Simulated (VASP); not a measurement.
AlPt:

```
Pt Al
1.0
     3.09155    0.00000    0.00000
     0.00000    3.09155    0.00000
     0.00000    0.00000    3.09155
Pt Al
1 1
Cartesian
  1.5458 1.5458 1.5458
  0.0000 0.0000 0.0000
```

Measurements of this composition are mostly on another form, of space group No. 198.

```yaml
Program: VASP 6.6.1
Task: single point
Functional: PBEsol
Potentials_or_basis: VASP PAW PBE potentials, release 64 (Pt, Al)
Cutoff: 520 eV
k_mesh: 9 × 9 × 9
Occupations: fermi-dirac, width 0.05 eV
Spin: no spin polarisation
```

On this cell: pressure -5.8 GPa; largest force zero by symmetry; band gap on the k mesh none (metal or under the smearing width).

The same run follows on a disturbed copy (atoms moved at random, drawn with an rms of 0.05 Å):

```
CELL_PARAMETERS angstrom
3.09155 0.00000 0.00000
0.00000 3.09155 0.00000
0.00000 0.00000 3.09155
ATOMIC_POSITIONS crystal
Pt 0.50628 0.51970 0.49067
Al 0.99902 0.99472 0.00385
```

Question: What changes?

Answer: The energy (extrapolated to zero smearing) moves by +7.4 meV/atom; pressure -5.3 GPa; largest force 0.332 eV/Å; band gap on the k mesh none (metal or under the smearing width).

Forces on the atoms (eV/Å):
```
Pt  -0.084 -0.283  0.152
Al   0.084  0.283 -0.152
```

Stress tensor (GPa, compression positive):
```
-5.24  0.22 -0.12
 0.22 -5.46 -0.40
-0.12 -0.40 -5.29
```

Caveats: the PAW data sets were made with another functional, which shifts forces and pressure a little.
